**Elements in the A15 structure against their standard states**

The table holds the volume, an interatomic distance and the energy over the standard state for B, C, Al, Si and P relaxed in the beta-tungsten (A15) structure (r2SCAN, plane-wave PAW, no spin polarisation). The program recomputes the A15 contacts from the volume, sets the energies against mesh noise, smearing and residual pressure, and fits two one-constant models to all five rows: departure of the band overlap from an empty lattice, and coordination mismatch with the standard state. The standard state wins in every row, from 0.092 eV/atom for Al to 4.824 eV/atom for C. Both models have an rms residual near 0.9 eV and underestimate carbon by more than 1.8 eV. Entropies and crude pressures for a reversal are printed, the pressures ignoring compressibility and resting on rough recalled reference volumes.

Five elements in the beta-tungsten (A15) structure, space group Pm-3n (223), with cell and atoms relaxed within that symmetry. Calculated with Ansatz 0.2.0: r2SCAN, plane-wave PAW, scalar-relativistic, no spin polarisation, cutoff 500 eV, Gaussian smearing of 0.1 eV, k meshes 10×10×10 for B and C and 8×8×8 for Al, Si and P.

## Numerical check

```python
# Table: B, C, Al, Si, P in the A15 structure; volume, distance, energy over the standard state
# (Ansatz 0.2.0, PAW, r2SCAN, no spin). Tested: geometry, margins against errors, two one-constant
# models of the penalty (departure from free electrons; coordination mismatch), reversal conditions.
T = {
    'element': ['B', 'C', 'Al', 'Si', 'P'],
    'Z': [5, 6, 13, 14, 15],
    'valence_electrons': [3, 4, 3, 4, 5],
    'volume_per_atom': [6.05, 7.41, 16.31, 14.15, 14.87],  # Å³
    'shortest_bond': [2.038, 2.179, 2.835, 2.704, 2.749],  # Å
    'energy_over_elements': [1.65, 4.824, 0.092, 0.806, 1.128],  # eV/atom
}
import numpy as np
from scipy import constants as sc
el = T['element']
E = np.array(T['energy_over_elements'], float)
V = np.array(T['volume_per_atom'], float)
d = np.array(T['shortest_bond'], float)
nv = np.array(T['valence_electrons'], int)
pick = lambda D: np.array([D[e] for e in el], float)
# further outputs of the same runs: band overlap (eV), smearing term (eV/cell), pressure (GPa), mesh
ov = pick(dict(B=5.958973, C=3.120096, Al=4.047621, Si=3.247942, P=1.092703))
ts = pick(dict(B=0.0061671, C=0.013145, Al=0.0127, Si=0.016725, P=0.020627))
pr = pick(dict(B=0.006426, C=0.013571, Al=-0.02705, Si=0.0029947, P=0.016589))
nk = dict(B=10, C=10, Al=8, Si=8, P=8)
# rough recalled values for the standard states (black P assumed for the volume)
Ec = pick(dict(B=5.8, C=7.4, Al=3.4, Si=4.6, P=3.4))    # cohesive energy, eV
z0 = pick(dict(B=6, C=3, Al=12, Si=4, P=3))             # coordination
d0 = pick(dict(B=1.8, C=1.4, Al=2.9, Si=2.4, P=2.2))    # bond length, A
V0 = pick(dict(B=7.3, C=8.8, Al=17, Si=20, P=19))       # volume, A^3/atom
a = (8 * V) ** (1 / 3); zA = (2 * 12 + 6 * 14) / 8
gpa = sc.e * 1e30 / 1e9; kT = sc.k * 1000 / sc.e
print("Geometry (A): a, a*sqrt5/4, table distance, chain a/2, a*sqrt6/4, chain/recalled bond")
for i, e in enumerate(el):
    print(f"{e:2s} {a[i]:.3f} {a[i]*5**.5/4:.3f} {d[i]:.3f} {a[i]/2:.3f} {a[i]*6**.5/4:.3f} {a[i]/2/d0[i]:.2f}")
e_, v_ = dict(zip(el, E)), dict(zip(el, V))
print(f"mean coordination {zA}; volume C/B {v_['C']/v_['B']:.3f}, Si/Al {v_['Si']/v_['Al']:.3f}, P/Si {v_['P']/v_['Si']:.3f}")
o = np.argsort(E); gaps = np.diff(E[o])
print("Order:", " < ".join(el[i] for i in o), "; steps (eV):", " ".join(f"{g:.3f}" for g in gaps))
print(f"C-B {e_['C']-e_['B']:.3f}, Si-Al {e_['Si']-e_['Al']:.3f}, P-Si {e_['P']-e_['Si']:.3f} eV")
print(f"B-Al {e_['B']-e_['Al']:.3f}, C-Si {e_['C']-e_['Si']:.3f} eV; non-additive part {e_['C']-e_['B']-e_['Si']+e_['Al']:.3f} eV")
print(f"ratios C/B {e_['C']/e_['B']:.2f}, Si/Al {e_['Si']/e_['Al']:.1f}; smallest step / 4 meV = {gaps.min()/0.004:.0f}")
print("Margins: E (eV), E/4 meV, smearing TS (meV/atom), |p|V (meV/atom); table rounding 0.5 meV")
for i, e in enumerate(el):
    print(f"{e:2s} {E[i]:.3f} {E[i]/0.004:.0f} {ts[i]/8*1e3:.1f} {abs(pr[i])*V[i]/gpa*1e3:.1f}")
g = np.arange(-3, 4); G = np.array(np.meshgrid(g, g, g)).reshape(3, -1).T
free = []
for i, e in enumerate(el):
    k1 = np.arange(nk[e]) / nk[e]; k1 = k1 - (k1 > 0.5)
    K = np.array(np.meshgrid(k1, k1, k1)).reshape(3, -1).T
    b = np.sort(((K[:, None, :] + G[None]) ** 2).sum(2), axis=1)
    n = 4 * nv[i]; unit = sc.hbar**2 / (2 * sc.m_e) / sc.e * 1e20 * (2 * np.pi / a[i]) ** 2
    free.append((b[:, n - 1].max() - b[:, n].min()) * unit)
f = ov / np.array(free); y = E / Ec
print("Band overlap (eV): computed, empty lattice, ratio f; E/Ecoh; A15 binding Ecoh-E (eV, rough)")
for i, e in enumerate(el):
    print(f"{e:2s} {ov[i]:.2f} {free[i]:.2f} {f[i]:.2f} {y[i]:.3f} {Ec[i]-E[i]:.1f}")
xs = [1 - f, 1 - z0 / zA]; c = [x @ y / (x @ x) for x in xs]
P = [c[j] * xs[j] * Ec for j in range(2)]
print(f"Model A E=c*Ecoh*(1-f): c={c[0]:.2f}; model B E=c*Ecoh*(1-z0/13.5): c={c[1]:.2f}")
print("element, E, model A, residual, model B, residual (eV)")
for i, e in enumerate(el):
    print(f"{e:2s} {E[i]:.3f} {P[0][i]:.2f} {E[i]-P[0][i]:+.2f} {P[1][i]:.2f} {E[i]-P[1][i]:+.2f}")
for nm, p in zip("AB", P):
    print(f"model {nm}: rms {np.sqrt(np.mean((E-p)**2)):.2f} eV, worst row {el[int(np.argmax(abs(E-p)))]}")
print("Reversal: entropy needed at 1000 K (kB/atom), V0-V (A^3, rough), E/(V0-V) (GPa, order of magnitude)")
for i, e in enumerate(el):
    s = "undetermined (difference near rounding of V0)" if e == 'Al' else f"{E[i]/(V0[i]-V[i])*gpa:.0f}"
    print(f"{e:2s} {E[i]/kT:.1f} {V0[i]-V[i]:.1f} {s}")
assert np.all(E > 20 * 0.004)
assert [el[i] for i in o] == ['Al', 'Si', 'P', 'B', 'C']
assert np.all(abs(d - a * 5**.5 / 4) < 0.003)
assert v_['C'] > v_['B'] and v_['P'] > v_['Si']
```

Printed output:

```
Geometry (A): a, a*sqrt5/4, table distance, chain a/2, a*sqrt6/4, chain/recalled bond
B  3.644 2.037 2.038 1.822 2.232 1.01
C  3.899 2.180 2.179 1.950 2.388 1.39
Al 5.072 2.835 2.835 2.536 3.106 0.87
Si 4.837 2.704 2.704 2.419 2.962 1.01
P  4.918 2.749 2.749 2.459 3.012 1.12
mean coordination 13.5; volume C/B 1.225, Si/Al 0.868, P/Si 1.051
Order: Al < Si < P < B < C ; steps (eV): 0.714 0.322 0.522 3.174
C-B 3.174, Si-Al 0.714, P-Si 0.322 eV
B-Al 1.558, C-Si 4.018 eV; non-additive part 2.460 eV
ratios C/B 2.92, Si/Al 8.8; smallest step / 4 meV = 80
Margins: E (eV), E/4 meV, smearing TS (meV/atom), |p|V (meV/atom); table rounding 0.5 meV
B  1.650 412 0.8 0.2
C  4.824 1206 1.6 0.6
Al 0.092 23 1.6 2.8
Si 0.806 202 2.1 0.3
P  1.128 282 2.6 1.5
Band overlap (eV): computed, empty lattice, ratio f; E/Ecoh; A15 binding Ecoh-E (eV, rough)
B  5.96 10.87 0.55 0.284 4.2
C  3.12 7.42 0.42 0.652 2.6
Al 4.05 5.48 0.74 0.027 3.3
Si 3.25 4.82 0.67 0.175 3.8
P  1.09 3.11 0.35 0.332 2.3
Model A E=c*Ecoh*(1-f): c=0.69; model B E=c*Ecoh*(1-z0/13.5): c=0.52
element, E, model A, residual, model B, residual (eV)
B  1.650 1.81 -0.16 1.67 -0.02
C  4.824 2.97 +1.86 2.98 +1.84
Al 0.092 0.62 -0.52 0.20 -0.10
Si 0.806 1.04 -0.23 1.68 -0.87
P  1.128 1.53 -0.40 1.37 -0.24
model A: rms 0.89 eV, worst row C
model B: rms 0.92 eV, worst row C
Reversal: entropy needed at 1000 K (kB/atom), V0-V (A^3, rough), E/(V0-V) (GPa, order of magnitude)
B  19.1 1.2 211
C  56.0 1.4 556
Al 1.1 0.7 undetermined (difference near rounding of V0)
Si 9.4 5.8 22
P  13.1 4.1 44
```
